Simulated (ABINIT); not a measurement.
Here is an ABINIT 10.8.3 (patched build) calculation.

run.abi

```
# Pseudopotentials
pp_dirpath "./"
pseudos "Al.GGA_PBE-JTH.xml"

# Structure
acell 3*1.0 Angstrom
rprim
     2.7217600000     0.0000000000     0.0000000000
     0.0000000000     2.7217600000     0.0000000000
     0.0000000000     0.0000000000     2.7217600000
ntypat 1
znucl 13
natom 1
typat 1
xred
     0.0000000000     0.0000000000     0.0000000000

# Plane-wave basis
ecut 18.0
pawecutdg 36.0

# k points
kptopt 1
ngkpt 10 10 10
nshiftk 1
shiftk 0.0 0.0 0.0

# Exchange and correlation
ixc -497498
usekden 1
pawxcdev 0

# Bands and occupations
nband 6
occopt 3
tsmear 0.05 eV

# SCF cycle
nstep 100
tolvrs 1.0e-7

# Output
iomode 3
prtwf 0
prtden 0
prteig 0
prtebands 0
```

Potentials or basis: JTH PAW PBE v2.0.

The run is started by

```bash
$ abinit run.abi > log 2>&1
```

Problem. What does it give for the pressure?

Solution. -0.6 GPa.

Problem. Estimate the band gap on the k mesh.

Solution. None (metal or under the smearing width).

Caveat: the PAW data sets were made with another functional, which shifts forces and pressure a little.
